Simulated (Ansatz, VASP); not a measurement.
**One calculation of SnTe, two programs**

POSCAR

```
SnTe
1.0
    0.0000000000      3.3067228241      3.3067228241
    3.3067228241      0.0000000000      3.3067228241
    3.3067228241      3.3067228241      0.0000000000
Sn Te
1 1
Direct
    0.0000000000      0.0000000000      0.0000000000
    0.5000000000      0.5000000000      0.5000000000
```

INCAR.step1

```
SYSTEM = SnTe
PREC = Accurate
ENCUT = 520
ISMEAR = 0
SIGMA = 0.01
LREAL = .False.
LASPH = .True.
NELM = 80
NBANDS = 17
GGA = PE
ALGO = Normal
EDIFF = 1E-4
LWAVE = .True.
LCHARG = .False.
```

File INCAR.step2:

```
SYSTEM = SnTe
PREC = Accurate
ENCUT = 520
EDIFF = 1E-6
ISMEAR = 0
SIGMA = 0.01
LREAL = .False.
LASPH = .True.
NELM = 80
ALGO = Normal
ISIF = 2
LWAVE = .False.
LCHARG = .False.
METAGGA = R2SCAN
LMIXTAU = .True.
NBANDS = 17
ISTART = 1
```

Contents of KPOINTS:

```
regular mesh
0
Gamma
  8 8 8
  0 0 0
```

Input for Ansatz:

```yaml
crystal:
  lattice:
    - [0.0, 3.3067228241, 3.3067228241]
    - [3.3067228241, 0.0, 3.3067228241]
    - [3.3067228241, 3.3067228241, 0.0]
  atoms:
    - { symbol: Sn, position: [0.0, 0.0, 0.0] }
    - { symbol: Te, position: [0.5, 0.5, 0.5] }
kpoints:
  mp_grid: { grid: [8, 8, 8] }
  band_path:
    path:
      - [0.0, 0.0, 0.0]
      - [0.5, 0.0, 0.5]
      - [0.625, 0.25, 0.625]
      - [0.375, 0.375, 0.75]
      - [0.5, 0.5, 0.5]
      - [0.5, 0.25, 0.75]
      - [0.0, 0.0, 0.5]
    npoints: 1
hamiltonian:
  xc: r2scan
scf:
  occupations: { method: fixed }
  n_extra_bands: 4
output:
  forces: true
  stress: true
  eigenvalues: true
```

Change from the starting cell: hydrostatic strain +3.7%.

Alike in both runs: task single point; functional r2SCAN; k mesh 8 × 8 × 8; no spin polarisation.

```csv
,VASP,Ansatz
version,VASP 6.6.1,Ansatz 0.2.0
potentials or method,"VASP PAW PBE potentials, release 64 (Sn_d, Te)","plane waves, PAW"
plane-wave cutoff (eV),520,500
occupations,"gaussian, width 0.01 eV",fixed
valence electrons in the cell,20,30
```

VASP gave:

- gap on the k mesh at the Fermi level (eV): 0.44
- pressure (GPa): -3.9

Question: Which values does Ansatz return?

Answer: gap on the k mesh at the Fermi level (eV): 0.44; pressure (GPa): -3.8.

The two sets of potentials don't hold the same shells in valence.

Caveats: the PAW data sets were made with another functional, which shifts forces and pressure a little (VASP); spin-orbit coupling is left out, which moves the levels of the heavy elements.
